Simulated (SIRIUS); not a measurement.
Wanted: the native input for a SIRIUS 7.12.0 run.

```
Task                                        : single point
Functional                                  : PBEsol
Potentials or basis                         : PseudoDojo 0.4.1 PBEsol standard (scalar relativistic)
Cutoff                                      : 557 eV
Density cutoff                              : 2229 eV
k mesh                                      : 12 × 12 × 12
Occupations                                 : fermi-dirac, width 0.05 eV
Spin                                        : no spin polarisation
Libxc names                                 : ["XC_GGA_X_PBE_SOL", "XC_GGA_C_PBE_SOL"]
Energy tol                                  : 1e-08 Ha
Density tol                                 : 1e-06
Mixer                                       : anderson
Mixing beta                                 : 0.7
Max scf                                     : 100
Radial cutoff for the potentials' integrals : 6.5 bohr
```

The system is Al.

```xyz
1
Lattice="-1.6989 1.5643 1.6008 1.6310 -1.5829 1.5514 1.6604 1.5443 -1.6194" Properties=species:S:1:pos:R:3 pbc="T T T"
Al    0.0311   -0.0117    0.0086
```

The cell isn't the ideal one: cell strained at random at fixed volume.

One way to write it, as run:

sirius.json

```json
{
  "control": {
    "processing_unit": "cpu",
    "verbosity": 2,
    "num_bands_to_print": 7,
    "print_forces": true,
    "print_stress": true
  },
  "parameters": {
    "electronic_structure_method": "pseudopotential",
    "xc_functionals": ["XC_GGA_X_PBE_SOL", "XC_GGA_C_PBE_SOL"],
    "gk_cutoff": 6.4,
    "pw_cutoff": 12.8,
    "ngridk": [12, 12, 12],
    "shiftk": [0, 0, 0],
    "smearing": "fermi_dirac",
    "smearing_width": 0.0018374661,
    "num_bands": 7,
    "num_mag_dims": 0,
    "num_dft_iter": 100,
    "energy_tol": 1e-08,
    "density_tol": 1e-06
  },
  "iterative_solver": {
    "type": "davidson",
    "min_tolerance": 1e-10
  },
  "mixer": {
    "type": "anderson",
    "beta": 0.7,
    "max_history": 8
  },
  "settings": {
    "tol_ne": 1e-10,
    "pseudo_grid_cutoff": 6.5
  },
  "unit_cell": {
    "lattice_vectors": [
      [-0.604610891618, 0.556694691088, 0.569681218447],
      [0.580412576896, -0.563315001525, 0.552103214162],
      [0.590879877379, 0.549583987285, -0.576301528884]
    ],
    "lattice_vectors_scale": 5.3101097647,
    "atom_coordinate_units": "lattice",
    "atom_types": ["Al"],
    "atom_files": {
      "Al": "Al.json"
    },
    "atoms": {
      "Al": [
        [-0.000693, 0.012387, 0.005849]
      ]
    }
  }
}
```

Potentials or basis: PseudoDojo 0.4.1 PBEsol standard (scalar relativistic).

Command:

```console
$ upf_to_json Al.upf
$ OMP_NUM_THREADS=1 sirius.scf --input=sirius.json --output=out.json --task=0
```

It gave:

- Pressure: 2.2 GPa
- Band gap on the k mesh: none (metal or under the smearing width)

Run time: 62 s on 1 thread of Intel(R) Xeon(R) Platinum 8259CL CPU @ 2.50GHz (Skylake/Cascade Lake), on a shared host, peak memory 0.66 GiB.
